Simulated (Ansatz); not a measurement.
## Ga2O3 under changes of volume

One of the cells (10.442 Å³/atom); the others are scaled copies at fixed shape and fractional positions:

```
Ga O
1.0
     6.10700   -1.51855    0.00000
     6.10700    1.51855    0.00000
    -1.38599    0.00000    5.63001
Ga O
4 6
Direct
  0.34134 0.34134 0.68598
  0.65866 0.65866 0.31402
  0.90950 0.90950 0.20540
  0.09050 0.09050 0.79460
  0.50410 0.50410 0.74340
  0.49590 0.49590 0.25660
  0.82670 0.82670 0.43680
  0.17330 0.17330 0.56320
  0.83550 0.83550 0.89020
  0.16450 0.16450 0.10980
```

- Program: Ansatz 0.2.0
- Functional: m-r2SCAN
- Potentials or basis: Ansatz PAW
- Cutoff: 500 eV (not typed: the program's choice for these potentials)
- k mesh: 9 × 9 × 5
- Occupations: fermi-dirac, width 0.05 eV
- Spin: no spin polarisation

```tsv
volume (Å³/atom)	energy over the lowest point (meV/atom)	pressure (GPa)	gap on the mesh (eV)	largest force (eV/Å)
9.816	?	?	?	?
10.025	15.47	11.0	3.49	0.306
10.233	4.58	5.8	3.29	0.197
10.442	0.00	1.3	3.10	0.110
10.651	1.10	-2.9	2.91	0.158
10.860	7.29	-6.6	2.73	0.239
11.069	18.06	-9.9	2.55	0.322
```

What does the run at 9.816 Å³/atom give?

Energy over the lowest point 33.40 meV/atom; pressure 16.7 GPa; gap on the mesh 3.70 eV; largest force 0.424 eV/Å.

Worked out: A Birch-Murnaghan fit of order 3 (a polynomial in V^(-2/3)) to the other rows has its minimum at 10.50 Å³/atom with B0 = V·E''(V) = 212 GPa and B' = 4.6 at fixed shape and positions, which overstates the stiffness. It gives 33.49 meV/atom at 9.816 Å³/atom, against the run's 33.40, and -dE/dV = 16.8 GPa, against 16.7. A straight line through the other rows of the gap, of slope -9.47 eV per unit of ln V, extrapolates to 3.69 eV, against the run's 3.70.

Energies are extrapolated to zero smearing.

Caveats: odd divisions of the mesh miss points on the zone boundary, where band edges often lie, so the gap on the mesh can be too wide; the PAW data sets come from PBE, with cores solved anew for the run's functional, which leaves a small shift of forces and pressure.

A mesh can miss the band edges. Spin-orbit coupling on Ga is left out.
